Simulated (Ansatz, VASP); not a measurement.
# Two plane-wave programs on HfO2

Contents of INCAR:

```
  PREC = Accurate
  ENCUT = 520
  EDIFF = 1E-7
  ISMEAR = -1
  SIGMA = 0.05
  LREAL = F
  LASPH = T
  NELM = 80
  ALGO = Fast
  ISIF = 2
  LWAVE = F
  LCHARG = F
  LNONCOLLINEAR = T
  MAGMOM = 0 0 0 0 0 0 0 0 0 0 0 0 0 0 0 0 0 0
  LORBIT = 11
  LSORBIT = T
  GGA_COMPAT = F
  LMAXMIX = 4
  GGA = PE
  NBANDS = 60
```

File KPOINTS:

```
regular mesh
0
Gamma
  5 5 6
```

POSCAR

```
HfO2
1.0
    4.8135329900      0.0000000000      0.0000000000
    0.0000000000      4.8135329900      0.0000000000
    0.0000000000      0.0000000000      3.2054154100
Hf O
2 4
Direct
    0.5000000000      0.5000000000      0.5000000000
    0.0000000000      0.0000000000      0.0000000000
    0.8050448800      0.1949551200      0.5000000000
    0.6949551200      0.6949551200      0.0000000000
    0.3050448800      0.3050448800      0.0000000000
    0.1949551200      0.8050448800      0.5000000000
```

File KPOINTS_OPT:

```
path GXMGZRAZ,XR,MA
15
line-mode
reciprocal
 0.0000000000  0.0000000000  0.0000000000  G
 0.0000000000  0.5000000000  0.0000000000  X

 0.0000000000  0.5000000000  0.0000000000  X
 0.5000000000  0.5000000000  0.0000000000  M

 0.5000000000  0.5000000000  0.0000000000  M
 0.0000000000  0.0000000000  0.0000000000  G

 0.0000000000  0.0000000000  0.0000000000  G
 0.0000000000  0.0000000000  0.5000000000  Z

 0.0000000000  0.0000000000  0.5000000000  Z
 0.0000000000  0.5000000000  0.5000000000  R

 0.0000000000  0.5000000000  0.5000000000  R
 0.5000000000  0.5000000000  0.5000000000  A

 0.5000000000  0.5000000000  0.5000000000  A
 0.0000000000  0.0000000000  0.5000000000  Z

 0.0000000000  0.5000000000  0.0000000000  X
 0.0000000000  0.5000000000  0.5000000000  R

 0.5000000000  0.5000000000  0.0000000000  M
 0.5000000000  0.5000000000  0.5000000000  A
```

Contents of input.yaml:

```yaml
crystal:
  lattice:
    - [4.81353299, 0.0, 0.0]
    - [0.0, 4.81353299, 0.0]
    - [0.0, 0.0, 3.20541541]
  atoms:
    - { symbol: Hf, position: [0.5, 0.5, 0.5] }
    - { symbol: Hf, position: [0.0, 0.0, 0.0] }
    - { symbol: O, position: [0.80504488, 0.19495512, 0.5] }
    - { symbol: O, position: [0.69495512, 0.69495512, 0.0] }
    - { symbol: O, position: [0.30504488, 0.30504488, 0.0] }
    - { symbol: O, position: [0.19495512, 0.80504488, 0.5] }
hamiltonian:
  xc: pbe
  pseudopotentials: { kind: paw_fr }
magnetization:
  noncollinear: true
  spin_orbit: true
kpoints:
  mp_grid: { grid: [5, 5, 6] }
  band_path:
    path:
      - [[0.0, 0.0, 0.0], [0.0, 0.5, 0.0], [0.5, 0.5, 0.0], [0.0, 0.0, 0.0], [0.0, 0.0, 0.5], [0.0, 0.5, 0.5], [0.5, 0.5, 0.5], [0.0, 0.0, 0.5]]
      - [[0.0, 0.5, 0.0], [0.0, 0.5, 0.5]]
      - [[0.5, 0.5, 0.0], [0.5, 0.5, 0.5]]
    npoints: 14
scf:
  occupations: { method: fermi_dirac, width: 0.05 }
  n_extra_bands: 15
output:
  forces: true
  stress: true
  eigenvalues: true
  fatbands: true
```

Measurements of this composition are mostly on another form, of space group No. 14.

Alike in both runs: task band structure; functional PBE; k mesh 5 × 5 × 6; occupations fermi-dirac, width 0.05 eV; spin-orbit coupling, no magnetisation.

|  | VASP | Ansatz |
| --- | --- | --- |
| version | VASP 6.6.1 | Ansatz 0.2.0 |
| potentials or method | VASP PAW PBE potentials, release 64 (Hf_pv, O) | Ansatz PAW |
| plane-wave cutoff (eV) | 520 | 420 |
| valence electrons in the cell | 44 | 76 |

```tsv
	VASP	Ansatz	Ansatz less VASP
gap on the k mesh at the Fermi level (eV)	3.94	4.03	+0.085
least direct gap on the mesh (eV)	3.94	4.03	+0.085
gap along the band path (eV)	3.94	4.03	+0.085
pressure (GPa)	5.7	8.2	+2.52
largest component of the traceless stress (GPa)	0.33	0.72	+0.390
rms of the force components (eV/Å)	0.014	0.036	+0.0219
```

Atom by atom the forces differ by 0.022 eV/Å (rms over components). The functional is the same, so the differences come from potentials, cutoffs and numerics. The two sets of potentials don't hold the same shells in valence.

Caveats: the pressure holds a Pulay correction of +0.7 GPa for the finite cutoff (Ansatz).
